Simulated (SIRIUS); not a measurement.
**W: changing the functional**

```
W
1.0
    -1.58234    1.58234    1.58234
     1.58234   -1.58234    1.58234
     1.58234    1.58234   -1.58234
W
1
Direct
  0.00000 0.00000 0.00000
```

Kept alike: task single point; k mesh 12 × 12 × 12; occupations fermi-dirac, width 0.05 eV; no spin polarisation. Program: SIRIUS, PseudoDojo 0.4.1 PBE standard (scalar relativistic), cutoff 1030 eV. The mesh is that of the run's cell of 1 atom. No spin-orbit coupling.

```csv
functional,pressure (GPa)
AM05,-3.48
BLYP,15.39
BP86,6.43
LDA,-7.52
PBE,5.88
PBEsol,-2.13
PW91,5.98
RPBE,9.61
WC,-0.70
rPW86PBE,14.98
revPBE,8.56
```

Pressure is positive in compression; the values hold the error of the finite cutoff, so their zero can differ a little from the energy's minimum. For a metal such a mesh leaves the last digits unconverged. All rows use potentials made for PBE.

**Question.** What does the functional change here?

**Answer.** The pressure runs from -7.52 (LDA) to 15.39 GPa (BLYP). From PBE: AM05 -9.36; BLYP +9.51; BP86 +0.55; LDA -13.40; PBEsol -8.01; PW91 +0.10; RPBE +3.73; WC -6.58; rPW86PBE +9.10; revPBE +2.68. A positive pressure means that the functional's own cell is larger than the one given, a negative one that it is smaller.
